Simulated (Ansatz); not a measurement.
A plane-wave DFT run in Ansatz 0.2.0 (scalar-relativistic PAW potentials unless the input names others): input and command.

```yaml
crystal:
  lattice:
    - [0.0, 2.3776192825, 2.3776192825]
    - [2.3776192825, 0.0, 2.3776192825]
    - [2.3776192825, 2.3776192825, 0.0]
  atoms:
    - { symbol: Cd, position: [0.0, 0.0, 0.0] }
    - { symbol: O, position: [0.5, 0.5, 0.5] }
basis:
  ecutwfc: 420
kpoints:
  mp_grid: { grid: [16, 16, 16] }
hamiltonian:
  xc: pbesol
  dispersion: d3bjatm
scf:
  occupations: { method: gaussian, width: 0.1 }
  mixing: { algorithm: anderson, beta: 0.5 }
output:
  forces: true
  eigenvalues: true
  stress: true
```

```bash
ansatz run input.yaml --threads 1 --pin off --max-ram 1331MiB --backend cpu --events-out ev --progress --plain --runs-dir out
```

Abridged log:
```
Basis set: ecut = 420 eV, 531 PW (Γ), exchange–correlation on 48×48×48 points (8 copies of the dense FFT grid, shifted against one another)
Bands: 17, of which v1, the nominal top of the filled ones, is band 13 counted from 1 (12 counted from 0)
Symmetry: 48 space group operations
k-points: 145 of 4096
SCF iter   1: F=—  HF=-8744.923393 eV  |F-HF|=—  |Δ(HF+E_count)|=         —  Δρ=1.66e-2  dr2=6.41e-2  ethr=1.77e-3  ⟨swp⟩=4.7  Hψ=10673  notcnv=0
SCF iter   2: F=—  HF=-8744.907646 eV  |F-HF|=—  |Δ(HF+E_count)|=   1.57e-2  Δρ=2.77e-3  dr2=1.65e-3  ethr=2.46e-4  ⟨swp⟩=2.0  Hψ=4196  notcnv=0  κ⁻¹=1.0e0(r=1)
SCF iter   3: F=—  HF=-8744.907405 eV  |F-HF|=—  |Δ(HF+E_count)|=   2.42e-4  Δρ=1.17e-3  dr2=2.74e-4  ethr=6.33e-6  ⟨swp⟩=2.0  Hψ=3199  notcnv=0  κ⁻¹=1.9e-2(r=2)
SCF iter   4: F=—  HF=-8744.907370 eV  |F-HF|=—  |Δ(HF+E_count)|=   3.50e-5  Δρ=5.50e-4  dr2=3.97e-5  ethr=1.05e-6  ⟨swp⟩=2.1  Hψ=3681  notcnv=0  κ⁻¹=1.6e-3(r=3)
SCF iter   5: F=—  HF=-8744.907370 eV  |F-HF|=—  |Δ(HF+E_count)|=   5.37e-7  Δρ=3.87e-5  dr2=1.09e-7  ethr=1.53e-7  ⟨swp⟩=2.8  Hψ=3668  notcnv=0  κ⁻¹=5.1e-7(r=4)
SCF iter   6: F=-8744.907370 eV  HF=-8744.907370 eV  |F-HF|=3.98e-9  |Δ(HF+E_count)|=   1.64e-7  Δρ=8.50e-6  dr2=9.91e-9  ethr=3.85e-10  ⟨swp⟩=5.0  Hψ=9616  notcnv=0
SCF 1 converged in 6 iterations: F = -8744.907370 eV  dr2 = 9.91e-9
SCF converged after 6 iterations
Stability not checked: this state was not tested for a lower state beside it, because the mixer in use, unlike msr1, does not test its closes by its own steps (another_mixer; see scf.mixing.algorithm and scf.lower_state_search)
Free energy (F): -8744.907370 eV
Harris-Foulkes:  -8744.907370 eV  (|F-HF|=3.98e-9)
Internal energy: -8744.906684 eV  (E = F + TS)
E sigma→0 (E₀):  -8744.907027 eV
Entropy (-TS):   -0.000687 eV (-0.343 meV/atom)
Fermi energy:    11.904693 eV
  E_disp       = -0.441949  (pairwise vdW)
--- Forces (eV/Å), atoms counted from 1 ---
  atom   1  Cd     0.00000000     0.00000000     0.00000000
  atom   2  O      0.00000000     0.00000000     0.00000000
--- Stress (GPa, compression-positive) ---
       -7.949041       0.000000       0.000000
        0.000000      -7.949041       0.000000
        0.000000       0.000000      -7.949041
  P = ⅓ Tr σ = -7.9490 GPa (-79.490 kbar)
```

Apart from outputs and empty bands, the input differs from a reference run on usual settings in hamiltonian.dispersion: not typed → "d3bjatm"; scf.mixing.algorithm: not typed → "anderson"; scf.mixing.beta: not typed → 0.5. The reference, at the same geometry (not necessarily relaxed), gave pressure -5.41 GPa, largest force 0.000 eV/Å, no gap on the mesh. This run converged in 6 SCF iterations (reference: 6) with an energy at zero smearing 221 meV/atom below the reference's (the Hamiltonian itself differs), pressure -7.95 GPa, largest force 0.000 eV/Å, no gap on the mesh.